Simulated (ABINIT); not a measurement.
Crystal: Bi.

```
CELL_PARAMETERS angstrom
2.26750 1.30914 3.93800
-2.26750 1.30914 3.93800
0.00000 -2.61828 3.93800
ATOMIC_POSITIONS crystal
Bi 0.76600 0.76600 0.76600
Bi 0.23400 0.23400 0.23400
```

Base run:

* Program: ABINIT 10.8.3 (patched build)
* Functional: PBE
* Potentials or basis: JTH PAW PBE v2.0
* Cutoff: 599 eV
* k mesh: 6 × 6 × 6
* Occupations: fermi-dirac, width 0.05 eV
* Spin: spin-orbit coupling, no magnetisation

Its results: band gap on the k mesh none (metal or under the smearing width); pressure 3.0 GPa; largest force 0.105 eV/Å.

The run is repeated on the same cell with these changes: spin from spin-orbit coupling, no magnetisation to no spin polarisation. What comes out?

Band gap on the k mesh none (metal or under the smearing width); pressure 2.2 GPa; largest force 0.126 eV/Å.

Caveats: spin-orbit coupling is left out, which moves the levels of the heavy elements (some runs).
